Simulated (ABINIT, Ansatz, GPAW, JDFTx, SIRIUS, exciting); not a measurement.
**W: 7 runs at one level of theory**

```xyz
1
Lattice="-1.5448 1.6151 1.6310 1.5711 -1.5452 1.5875 1.5457 1.5461 -1.5612" Properties=species:S:1:pos:R:3 pbc="T T T"
W     0.0307    0.0413   -0.0058
```

The given cell was strained at random by a few per cent at fixed volume.

Alike in all runs: task single point; functional PBEsol; k mesh 12 × 12 × 12; occupations fermi-dirac, width 0.05 eV; no spin polarisation; no spin-orbit coupling. Pressure is positive in compression and, in plane waves, holds the error of the finite cutoff, which Ansatz's Pulay term estimates and takes out.

```csv
program and potentials,plane-wave cutoff (eV),notes,band gap (eV),pressure (GPa),energy over the undisturbed cell (meV/atom)
"Ansatz, Ansatz PAW",420,"potentials made for PBE, which Ansatz adapts in part",?,?,?
"ABINIT, PseudoDojo NC SR PBEsol v0.4.1 standard",1007,-,no gap,-2.59,22.07
"GPAW, PAW data sets generated for this functional",600,-,no gap,-3.07,22.32
"exciting, all-electron LAPW+lo, shipped species files, valence relativity iora*",-,-,no gap,-,21.74
"SIRIUS, PseudoDojo 0.4.1 PBEsol standard (scalar relativistic)",1030,-,no gap,-2.59,22.08
"JDFTx, PseudoDojo-SR-PBEsol-0.4.1-standard with smoothed tails",1007,-,no gap,-2.59,22.08
"Ansatz, all-electron LAPW, scalar-relativistic",-,-,no gap,-2.73,-
```

Q: Estimate from the other rows what the run with Ansatz, Ansatz PAW gave.

A: No band gap; pressure -2.79 GPa; energy over the undisturbed cell 21.96 meV/atom. Its pressure holds a Pulay term of +0.06 GPa. The other rows, which needn't bracket it: pressure -3.07 to -2.59; energy over the undisturbed cell 21.74 to 22.32.
